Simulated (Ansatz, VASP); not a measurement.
This is a calculation of NiO for VASP 6.6.1.

INCAR

```
PREC     = Accurate       # precision mode
ENCUT    = 520            # plane-wave cutoff, eV
EDIFF    = 1E-7           # SCF threshold, eV
ISMEAR   = -1             # smearing method
SIGMA    = 0.05           # smearing width, eV
LREAL    = F              # projectors in reciprocal space
LASPH    = T              # aspherical terms in the spheres
NELM     = 120            # most SCF steps
ALGO     = Normal         # electronic algorithm
ISIF     = 2              # what is computed and relaxed
LWAVE    = F              # write WAVECAR
LCHARG   = F              # write CHGCAR
ISPIN    = 2              # spin polarisation
MAGMOM   = 1 0            # initial moments
LORBIT   = 11             # projections on sites
LMAXMIX  = 4              # l up to which the mixer works
GGA      = PE             # functional
NBANDS   = 19             # bands
```

Contents of KPOINTS:

```
regular mesh
0
Gamma
  11 11 11
```

File POSCAR:

```
NiO
1.0
    0.0000000000      2.1051596455      2.1051596455
    2.1051596455      0.0000000000      2.1051596455
    2.1051596455      2.1051596455      0.0000000000
Ni O
1 1
Direct
    0.0000000000      0.0000000000      0.0000000000
    0.5000000000      0.5000000000      0.5000000000
```

Potentials or basis: VASP PAW PBE potentials, release 64 (Ni, O).

The run is started by

```console
$ cat potpaw_PBE.64/Ni/POTCAR potpaw_PBE.64/O/POTCAR > POTCAR
$ mpirun -np 1 vasp_std > vasp.out
```

Question: Set up the same calculation for Ansatz 0.2.0. Potentials there: Ansatz PAW.

Answer: As run (the cutoff follows the program's own potentials):

input.yaml

```yaml
crystal:
  lattice:
    - [0.0, 2.1051596455, 2.1051596455]
    - [2.1051596455, 0.0, 2.1051596455]
    - [2.1051596455, 2.1051596455, 0.0]
  atoms:
    - { symbol: Ni, position: [0.0, 0.0, 0.0], spin: 1.0 }
    - { symbol: O, position: [0.5, 0.5, 0.5] }
hamiltonian:
  xc: pbe
  pseudopotentials: { kind: paw }
magnetization:
  spin_polarized: true
kpoints:
  mp_grid: { grid: [11, 11, 11] }
scf:
  occupations: { method: fermi_dirac, width: 0.05 }
output:
  forces: true
  stress: true
  eigenvalues: true
```

Potentials or basis: Ansatz PAW.

The run is started by

```console
$ ansatz run input.yaml --threads 1 --pin off --max-ram 3584MiB --backend cpu --events-out ev --progress --plain --runs-dir out
```

Both were run:

|  | VASP | Ansatz | Ansatz less VASP |
| --- | --- | --- | --- |
| gap on the k mesh at the Fermi level (eV) | none | none | - |
| pressure (GPa) | 0.4 | 0.8 | +0.39 |
| net moment per atom (μB) | 0.88 | 0.90 | +0.018 |
| size of the moment on the site where the two differ most (μB) | 0.27 | 0.29 | +0.023 |

Site moments also hang on the region over which each program counts them. A gap of «none» marks a metal or a gap that the smearing closes. The two sets of potentials don't hold the same shells in valence.

Caveats: a cell with one magnetic atom can't hold antiferromagnetic order, which such compounds often take; semilocal functionals often make such compounds metallic where correlation or magnetic order opens a gap, which also shifts bond lengths; the pressure holds a Pulay correction of +0.7 GPa for the finite cutoff (Ansatz).
